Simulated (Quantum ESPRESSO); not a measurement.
## Na under changes of volume

One of the cells (37.814 Å³/atom); the others are scaled copies at fixed shape and fractional positions:

```
CELL_PARAMETERS angstrom
3.76700 0.00000 0.00000
-1.88350 3.26232 0.00000
0.00000 0.00000 6.15400
ATOMIC_POSITIONS crystal
Na 0.66667 0.33333 0.75000
Na 0.33333 0.66667 0.25000
```

This isn't the form of Na at room conditions, which is bcc.

```yaml
Program: Quantum ESPRESSO 7.5
Functional: PBE
Potentials_or_basis: SSSP 1.3 efficiency PBE
Cutoff: 748 eV
Density_cutoff: 5987 eV
k_mesh: 8 × 8 × 5
Occupations: fermi-dirac, width 0.05 eV
Spin: no spin polarisation
```

```tsv
volume (Å³/atom)	energy over the lowest point (meV/atom)	pressure (GPa)
35.545	1.80	0.4
36.301	0.49	0.2
37.057	0.00	0.0
37.814	0.26	-0.1
38.570	1.21	-0.3
39.326	?	?
40.083	4.90	-0.5
```

Problem. What does the run at 39.326 Å³/atom give?

Solution. Energy over the lowest point 2.77 meV/atom; pressure -0.4 GPa.

Worked out: A Birch-Murnaghan fit of order 3 (a polynomial in V^(-2/3)) to the other rows has its minimum at 37.16 Å³/atom with B0 = V·E''(V) = 7.7 GPa and B' = 3.7 at fixed shape and positions, which overstates the stiffness. It gives 2.77 meV/atom at 39.326 Å³/atom, against the run's 2.77, and -dE/dV = -0.4 GPa, against -0.4.

Energies are extrapolated to zero smearing.
